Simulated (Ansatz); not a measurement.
BP in Ansatz: the effect of target pressure

The system is BP.

```
P B
1.0
     0.00000    2.26900    2.26900
     2.26900    0.00000    2.26900
     2.26900    2.26900    0.00000
P B
1 1
Direct
  0.75000 0.75000 0.75000
  0.00000 0.00000 0.00000
```

Alike in all runs:

- Program: Ansatz 0.2.0
- Task: relaxation of cell and atoms
- Functional: PBEsol
- Potentials or basis: all-electron LAPW, scalar-relativistic
- Basis error allowed: 0.001 eV/atom
- k mesh: 10 × 10 × 10
- Occupations: fermi-dirac, width 0.05 eV
- Spin: no spin polarisation

Each run relaxes the cell or the atoms first.

```tsv
target pressure	relaxed volume (Å³/atom)	gap on the mesh (eV)
0 GPa	11.54	1.12
5 GPa	11.22	1.09
10 GPa	10.94	1.05
20 GPa	10.46	0.99
30 GPa	?	?
```

What does the run with target pressure 30 GPa give?

Relaxed volume 10.06 Å³/atom; gap on the mesh 0.93 eV.

Worked out: In Murnaghan's law V^(-B') rises as a straight line in P. The other rows fit best with B' = 3.6, V0 = 11.54 Å³/atom and B0 = 170 GPa, which gives 10.06 Å³/atom at 30 GPa, against the run's 10.06. A straight line through the other rows of the gap on the mesh, of slope -0.00657 eV per GPa, extrapolates to 0.92 eV, against the run's 0.93.

A k mesh can miss the band edges.
